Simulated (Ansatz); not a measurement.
# Fields on a plane of SrF2 (fluorite)

```
SrF2
1.0
    0.00000     2.87905     2.87905
    2.87905     0.00000     2.87905
    2.87905     2.87905     0.00000
Sr F
1 2
Direct
  0.00000   0.00000   0.00000
  0.25000   0.25000   0.25000
  0.75000   0.75000   0.75000
```

The slice is a {100} plane (indices of the conventional cell) through the point (0.750, 0.750, 0.750) (fractional), spanned by u = [100] and v = [0 1 -1] in vectors of this cell: u (4.07 Å) and v (4.07 Å, at 90° to u). It covers one period; positions are fractions (u, v).

Atoms on it: F at (0.50, 0.50); F at (0.00, 0.00).

Computed with PBEsol (plane waves to 420 eV, PAW, scalar-relativistic; Ansatz, a quantum-chemistry and plane-wave program). k mesh 10×10×10. Inside the PAW spheres the values are not all-electron values, and peaks at nuclei hang on which shells count as valence. SrF2 was relaxed with its symmetry unable to fall.

| v \ u | 0.00 | 0.12 | 0.25 | 0.38 | 0.50 | 0.62 | 0.75 | 0.88 |
|---|---|---|---|---|---|---|---|---|
| 0.88 | 0.5 | 0.0 | -0.8 | -1.3 | -1.2 | -1.3 | -0.8 | 0.0 |
| 0.75 | -0.6 | -0.8 | -1.1 | -0.8 | -0.6 | -0.8 | -1.1 | -0.8 |
| 0.62 | -1.2 | -1.3 | -0.8 | 0.0 | 0.5 | 0.0 | -0.8 | -1.3 |
| 0.50 | -1.2 | -1.2 | -0.6 | 0.5 | 1.1 | 0.5 | -0.6 | -1.2 |
| 0.38 | -1.2 | -1.3 | -0.8 | 0.0 | 0.5 | 0.0 | -0.8 | -1.3 |
| 0.25 | -0.6 | -0.8 | -1.1 | -0.8 | -0.6 | -0.8 | -1.1 | -0.8 |
| 0.12 | 0.5 | 0.0 | -0.8 | -1.3 | -1.2 | -1.3 | -0.8 | 0.0 |
| 0.00 | 1.1 | 0.5 | -0.6 | -1.2 | -1.2 | -1.2 | -0.6 | 0.5 |

Values: log₁₀ of the valence density in e/Å³. The scale is logarithmic, as a density can span decades between atoms and voids.

```
|xxxx@@@#=:             :+#@@@xxx|
|xxxx@@%#=.             .=#%@@xxx|
|xxx@@@%*-.             .-*%@@@xx|
|@@@@@%#+:               :+#%@@@@|
|@@@@%#+-.               .-+#%@@@|
|@@%%#+-.                 .-+#%%@|
|###*+-.      ..:::..      .-+*##|
|++=-:.     .:-=+++=-:.     .:-=+|
|::..      .-+*#####*+-.      ..:|
|         .-+#%%@@@%%#+-.        |
|        .-+#%@@@@@@@%#+-.       |
|        :+#%@@@@@@@@@%#+:       |
|       .-*%@@@xxxxx@@@%*-.      |
|       .=#%@@xxxxxxx@@%#=.      |
|       :=#@@@xxxxxxx@@@#+:      |
|       :+#@@@xxxxxxx@@@#+:      |
|       :=#@@@xxxxxxx@@@#+:      |
|       .=#%@@xxxxxxx@@%#=.      |
|       .-*%@@@xxxxx@@@%*-.      |
|        :+#%@@@@@@@@@%#+:       |
|        .-+#%@@@@@@@%#+-.       |
|         .-+#%%@@@%%#+-.        |
|::..      .-+*#####*+-.      ..:|
|++=-:.     .:-=+++=-:.     .:-=+|
|###*+-.      ..:::..      .-+*##|
|@@%%#+-.                 .-+#%%@|
|@@@@%#+-.               .-+#%@@@|
|@@@@@%#+:               :+#%@@@@|
|xxx@@@%*-.             .-*%@@@xx|
|xxxx@@%#=.             .=#%@@xxx|
|xxxx@@@#=:             :+#@@@xxx|
|xxxx@@@#+:             :+#@@@xxx|
```
Scale: ten equal steps from 0.02 (start of ' ') to 0.81 (end of '@'), in the order ' .:-=+*#%@'. Values: electron localisation function (ELF). The map has 32 points along u (one character each, u = 0 at the left) and 32 along v (v = 0 in the bottom row). Points within 0.5 Å of a nucleus are blanked (x), as the pseudised field means little there.
